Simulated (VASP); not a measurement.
# O2C: vibrations by finite differences with PBE+D3(BJ)

O2C, in a box:

```
CELL_PARAMETERS angstrom
12.15543 0.00000 0.00000
0.00000 12.65543 0.00000
0.00000 0.00000 13.15543
ATOMIC_POSITIONS crystal
O 0.48628 0.56490 0.43708
O 0.51452 0.43947 0.56656
C 0.50040 0.50218 0.50183
```

```
Program                : VASP 6.6.1
Task                   : vibrations by finite differences
Functional             : PBE
Dispersion             : D3(BJ)
Potentials or basis    : VASP PAW PBE potentials, release 64 (O, C)
Cutoff                 : 400 eV
k mesh                 : 1 × 1 × 1
Occupations            : gaussian, width 0.01 eV
Spin                   : no spin polarisation
Further INCAR settings : ALGO = Normal; EDIFF = 1e-07; NBANDS = 15; ISYM = 0; IBRION = 5; POTIM = 0.015; NSW = 1
```

```yaml
Highest_phonon_frequency_at_Γ_LO-TO_splitting_left_out: 2359 cm⁻¹
Most_unstable_mode: 28i cm⁻¹
Dispersion_energy_per_atom: -0.009 eV
```

Phonon frequencies in cm⁻¹ (negative: imaginary):
| q point | frequencies |
| --- | --- |
| (0.000, 0.000, 0.000) | -28 -4 0 9 11 630 632 1316 2359 |

Run time: 27 min on 1 thread of Intel(R) Xeon(R) Platinum 8488C (Sapphire Rapids), with other jobs on the host, peak memory 1.2 GiB.

Caveat: some modes are imaginary; the standard files for N, O and F lose accuracy on very short bonds.
